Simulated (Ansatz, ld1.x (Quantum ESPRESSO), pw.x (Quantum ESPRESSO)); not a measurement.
**From atom to crystal: TM potential for Tc**

```json
{"Element": "Tc", "Generator": "ld1.x (Quantum ESPRESSO) 7.5", "Type": "norm-conserving Troullier–Martins (Kleinman–Bylander form)", "Functional": "PBE", "Relativity": "scalar-relativistic", "Frozen core": "[Kr]", "Valence charge": "7", "Reference configuration": "4d5 5s2 5p0", "Partial waves": "5p (bound, empty): rc 4.05 bohr; 4d (bound): rc 1.70 bohr; 5s (bound): rc 2.70 bohr", "Local potential": "the s channel", "Core correction": "Bessel-smoothed model core, default radius (core density twice the valence density)"}
```

Atomic tests: cutoffs needed: 45 Ry and 55 Ry (the cutoffs (Ry, on a coarse ladder) from which the occupation-weighted sum of valence levels, in a spherical-Bessel basis at the reference potential, stays within 10 and 1 mRy of its value at 400 Ry); ghost test: no extra level below or beside the all-electron valence levels (p, d, s, f tested) (spherical-Bessel basis up to 400 Ry, 20 bohr box); largest excitation error: -996 meV (all-electron minus pseudo) for 4d3 5s0 5p0, out of 7 test configurations.

Crystal test: fcc Tc in pw.x 7.5, no spin, 15³ k-points, Fermi–Dirac smearing 0.01 Ry, cutoffs 70/280 Ry. The reference is all-electron LAPW (Ansatz 0.2.0) with the same functional, mesh and smearing; V0 and B0 come from Birch–Murnaghan fits to the pressures at five volumes. Errors are pseudo minus all-electron; Δ is the rms difference of the E(V) curves that follow from these fits, minima aligned, over ±6 % about the mean V0. Mesh and smearing are coarse, so the numbers serve the comparison and aren't converged zero-temperature values; the lattice is a test structure that the element need not adopt.

```csv
V (Å³/atom),P all-electron (GPa),P pseudo (GPa)
13.816,16.43,44.15
14.179,7.40,32.47
14.543,-0.46,22.24
14.907,-7.31,13.29
15.270,-13.27,5.45
```

All-electron: a0 = 3.873 Å (V0 = 14.52 Å³/atom), B0 = 295.3 GPa.

Pseudopotential: mean pressure error (GPa): +22.96. The pressure does not cross zero within the volumes sampled, so no fit is given. The largest radius (4.05 bohr) exceeds half the bond length (2.59 bohr), so the spheres overlap, which is one possible source of error among others. This is a poor potential for the solid.

Q: At the middle volume, how do free energy and pressure move when the wave cutoff is lowered (ecutrho kept at four times it)?

A:

```
cutoff (Ry)  shift of F (meV/atom)  shift of P (GPa)
         32                +1863.0            -84.98
         42                 +219.4            -15.83
         56                   +2.8             -0.40
```

The run at the middle volume (120 k-points, 7 iterations) took about 16 s on one core of a shared host (AMD EPYC 7R43 64-Core Processor, 256 threads, 1004 GiB, load 110).
